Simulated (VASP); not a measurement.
The system is TiAl.

```
Ti Al
1.0
     3.17906    0.00000    0.00000
     0.00000    3.17906    0.00000
     0.00000    0.00000    3.17906
Ti Al
1 1
Cartesian
  0.0000 0.0000 0.0000
  1.5895 1.5895 1.5895
```

The cell comes from a database or a generator and needn't be the stable form of this composition.

- Program: VASP 6.6.1
- Task: relaxation of cell and atoms
- Functional: PBE
- Dispersion: TS
- Potentials or basis: VASP PAW PBE potentials, release 64 (Ti_pv, Al)
- Cutoff: 600 eV
- k mesh: 8 × 8 × 8
- Occupations: methfessel-paxton, width 0.2 eV
- Spin: no spin polarisation

At the start: pressure -8.5 GPa; volume 16.06 Å³/atom.

**Question.** How do energy, volume and symmetry change on relaxing?

**Answer.** Over 4 steps the energy falls by 27.5 meV/atom and the volume is 14.95 Å³/atom (-6.9 %); space group Pm-3m (No. 221, to 0.05 Å).

Step by step:
| step | energy change (eV) | largest force (eV/Å) | pressure (GPa) | volume (Å³) |
| --- | --- | --- | --- | --- |
| 1 | 0.0000 | 0.0000 | -8.46 | 32.13 |
| 2 | -0.0134 | 0.0000 | 7.84 | 28.34 |
| 3 | -0.0551 | 0.0000 | -0.88 | 30.09 |
| 4 | -0.0550 | 0.0000 | -0.05 | 29.90 |

Final structure:
```
CELL_PARAMETERS angstrom
3.10380 0.00000 0.00000
0.00000 3.10380 0.00000
0.00000 0.00000 3.10380
ATOMIC_POSITIONS crystal
Ti 0.00000 0.00000 0.00000
Al 0.50000 0.50000 0.50000
```

Caveat: atom-pairwise D2, TS and ULG terms overbind metals; pairwise dispersion overbinds metals, which lowers pressure and volume.
